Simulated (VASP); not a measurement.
Wanted: the native input for a VASP 6.6.1 run.

| Quantity | Value |
| --- | --- |
| Task | single point |
| Functional | PBE |
| Potentials or basis | VASP PAW PBE potentials, release 64 (Pb_d, S) |
| Cutoff | 520 eV |
| k mesh | 8 × 8 × 8 |
| Occupations | fermi-dirac, width 0.05 eV |
| Spin | no spin polarisation |
| Further INCAR settings | ALGO = Normal; EDIFF = 1e-07; NBANDS = 17 |

The structure of PbS (Galena) lies in POSCAR:

```
PbS
1.0
    0.0000000000      2.9657500000      2.9657500000
    2.9657500000      0.0000000000      2.9657500000
    2.9657500000      2.9657500000      0.0000000000
Pb S
1 1
Direct
    0.0000000000      0.0000000000      0.0000000000
    0.5000000000      0.5000000000      0.5000000000
```

These files were run (other wordings do the same):

INCAR

```
SYSTEM = PbS
ALGO = Normal
EDIFF = 1E-7
ENCUT = 520
GGA = PE
ISIF = 2
ISMEAR = -1
LASPH = .TRUE.
LCHARG = .FALSE.
LREAL = .FALSE.
LWAVE = .FALSE.
NBANDS = 17
NELM = 60
PREC = Accurate
SIGMA = 0.05
```

KPOINTS

```
k-points
0
G
  8 8 8
  0 0 0
```

Potentials or basis: VASP PAW PBE potentials, release 64 (Pb_d, S).

The run is started by

```bash
$ cat potpaw_PBE.64/Pb_d/POTCAR potpaw_PBE.64/S/POTCAR > POTCAR
$ mpirun -np 1 vasp_std > vasp.out
```

It gave:

* Pressure: 2.2 GPa
* Band gap on the k mesh: 0.36 eV, direct

Caveat: spin-orbit coupling is left out, which as a rule narrows the gap of such compounds by several tenths of an eV.

It took 16 s on 1 thread of Intel(R) Xeon(R) Platinum 8488C (Sapphire Rapids), with other jobs on the host, peak memory 0.17 GiB.
